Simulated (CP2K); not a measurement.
# Mn: single point with PBE

Crystal: Mn.

```
CELL_PARAMETERS angstrom
2.48365 0.00000 0.00000
-1.24182 2.15090 0.00000
0.00000 0.00000 4.02620
ATOMIC_POSITIONS crystal
Mn 0.33333 0.66667 0.25000
Mn 0.66667 0.33333 0.75000
```

This isn't the form of Mn at room conditions, which is a 58-atom cubic cell.

| Quantity | Value |
| --- | --- |
| Program | CP2K 2026.2 |
| Task | single point |
| Functional | PBE |
| Potentials or basis | GTH_POTENTIALS Mn GTH-PBE-q15; TZVP-MOLOPT-SR-GTH basis |
| Density cutoff | 6803 eV |
| k mesh | 12 × 12 × 7 |
| Occupations | fermi-dirac, width 0.05 eV |
| Spin | collinear spin, ferromagnetic start |
| Starting moments | [5.5, 5.5] μB |

| Quantity | Value |
| --- | --- |
| Pressure | -0.9 GPa |
| Band gap on the k mesh | none (metal or under the smearing width) |
| Net moment | 0.00 μB per cell |
| Absolute moment | 0.00 μB per cell |

Stress tensor (GPa, compression positive):
```
-0.81  0.00  0.00
 0.00 -0.81  0.00
 0.00  0.00 -1.21
```

Levels at points of the mesh, in eV from the Fermi level:
Spin up:
| k point | band 11 | band 12 | band 13 | band 14 | band 15 | band 16 | band 17 | band 18 | band 19 | band 20 |
| --- | --- | --- | --- | --- | --- | --- | --- | --- | --- | --- |
| (0.00, 0.00, 0.00) | -0.97 | -0.94 | -0.94 | -0.47 | -0.47 | 0.07 | 0.07 | 0.67 | 1.63 | 1.63 |
| (0.00, 0.50, 0.00) | -3.69 | -1.37 | -1.14 | -0.94 | -0.42 | 1.84 | 1.98 | 2.06 | 3.59 | 5.68 |
Spin down:
```tsv
k point	band 11	band 12	band 13	band 14	band 15	band 16	band 17	band 18	band 19	band 20
(0.00, 0.00, 0.00)	-0.97	-0.94	-0.94	-0.47	-0.47	0.07	0.07	0.67	1.63	1.63
(0.00, 0.50, 0.00)	-3.69	-1.37	-1.14	-0.94	-0.42	1.84	1.98	2.06	3.59	5.68
```

It took 4.1 min on 1 thread of Arm Neoverse V1, on a shared host, peak memory 0.45 GiB.

Caveat: the starting moments collapsed, and a magnetic state may lie lower; the basis of atomic orbitals isn't converged, which shifts pressures, moduli and gaps.
